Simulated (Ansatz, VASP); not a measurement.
Tc in VASP and in Ansatz

```
Tc
1.0
     2.74000    0.00000    0.00000
    -1.37000    2.37291    0.00000
     0.00000    0.00000    4.39800
Tc
2
Direct
  0.66667 0.33333 0.75000
  0.33333 0.66667 0.25000
```

Alike in both runs: functional PBEsol; k mesh 11 × 11 × 6; occupations fermi-dirac, width 0.05 eV; no spin polarisation.

|  | VASP | Ansatz |
| --- | --- | --- |
| version | VASP 6.6.1 | Ansatz 0.2.0 |
| potentials or method | VASP PAW PBE potentials, release 64 (Tc_pv), cutoff 520 eV | all-electron LAPW, scalar-relativistic |
| task | single point | band structure |

|  | VASP | Ansatz | Ansatz less VASP |
| --- | --- | --- | --- |
| gap on the k mesh at the Fermi level (eV) | none | none | - |
| pressure (GPa) | -7.2 | -6.6 | +0.66 |
| largest component of the traceless stress (GPa) | 0.09 | 0.07 | -0.020 |

A gap of «none» marks a metal or a gap that the smearing closes. Ansatz ran all-electron here, so the differences hold the error of VASP's frozen core and of both bases.

Caveats: the PAW data sets were made with another functional, which shifts forces and pressure a little (VASP).
